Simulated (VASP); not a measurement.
A run of VASP 6.6.1:

File POSCAR:

```
BaTiO3
1.0
    3.9998000000      0.0000000000      0.0000000000
    0.0000000000      3.9998000000      0.0000000000
    0.0000000000      0.0000000000      4.0180000000
Ba Ti O
1 1 3
Direct
    0.0000000000      0.0000000000      0.0000000000
    0.5000000000      0.5000000000      0.4900000000
    0.0000000000      0.5000000000      0.5170000000
    0.5000000000      0.0000000000      0.5170000000
    0.5000000000      0.5000000000      0.0190000000
```

The input INCAR.step1:

```
ALGO     = Normal         # electronic algorithm
EDIFF    = 1E-7           # SCF threshold, eV
ENCUT    = 520            # plane-wave cutoff, eV
GGA      = RP             # functional
ISIF     = 2              # what is computed and relaxed
ISMEAR   = -1             # smearing method
LASPH    = True           # aspherical terms in the spheres
LCHARG   = True           # write CHGCAR
LMAXMIX  = 4              # l up to which the mixer works
LREAL    = False          # projectors in reciprocal space
LWAVE    = False          # write WAVECAR
NELM     = 100            # most SCF steps
PREC     = Accurate       # precision mode
SIGMA    = 0.05           # smearing width, eV
```

Contents of KPOINTS.step1:

```
k-points
0
Gamma
  7 7 7
```

Contents of INCAR.step2:

```
ALGO     = Normal         # electronic algorithm
EDIFF    = 1E-7           # SCF threshold, eV
ENCUT    = 520            # plane-wave cutoff, eV
GGA      = RP             # functional
ICHARG   = 11             # starting density
ISIF     = 2              # what is computed and relaxed
ISMEAR   = 0              # smearing method
LASPH    = True           # aspherical terms in the spheres
LCHARG   = False          # write CHGCAR
LMAXMIX  = 4              # l up to which the mixer works
LREAL    = False          # projectors in reciprocal space
LWAVE    = False          # write WAVECAR
NELM     = 100            # most SCF steps
PREC     = Accurate       # precision mode
SIGMA    = 0.05           # smearing width, eV
```

The input KPOINTS.step2:

```
path GXMGZRAZ,XR,MA
20
line-mode
reciprocal
 0.0000000000  0.0000000000  0.0000000000  G
 0.0000000000  0.5000000000  0.0000000000  X

 0.0000000000  0.5000000000  0.0000000000  X
 0.5000000000  0.5000000000  0.0000000000  M

 0.5000000000  0.5000000000  0.0000000000  M
 0.0000000000  0.0000000000  0.0000000000  G

 0.0000000000  0.0000000000  0.0000000000  G
 0.0000000000  0.0000000000  0.5000000000  Z

 0.0000000000  0.0000000000  0.5000000000  Z
 0.0000000000  0.5000000000  0.5000000000  R

 0.0000000000  0.5000000000  0.5000000000  R
 0.5000000000  0.5000000000  0.5000000000  A

 0.5000000000  0.5000000000  0.5000000000  A
 0.0000000000  0.0000000000  0.5000000000  Z

 0.0000000000  0.5000000000  0.0000000000  X
 0.0000000000  0.5000000000  0.5000000000  R

 0.5000000000  0.5000000000  0.0000000000  M
 0.5000000000  0.5000000000  0.5000000000  A
```

Potentials or basis: VASP PAW PBE potentials, release 64 (Ba_sv, Ti_sv, O).

Launch:

```bash
$ cat potpaw_PBE.64/Ba_sv/POTCAR potpaw_PBE.64/Ti_sv/POTCAR potpaw_PBE.64/O/POTCAR > POTCAR
$ cp INCAR.step1 INCAR
$ cp KPOINTS.step1 KPOINTS
$ mpirun -np 1 vasp_std > vasp.out
$ cp INCAR.step2 INCAR
$ cp KPOINTS.step2 KPOINTS
$ mpirun -np 1 vasp_std > vasp.out
```

Hardware: 1 thread of Intel(R) Xeon(R) Platinum 8488C (Sapphire Rapids), with other jobs on the host.

Question: Estimate the wall time of this run.

Answer: Run time: 3.7 min on 1 thread of Intel(R) Xeon(R) Platinum 8488C (Sapphire Rapids), on a shared host, peak memory 0.38 GiB. Counts: scf iterations 9, k points 180.
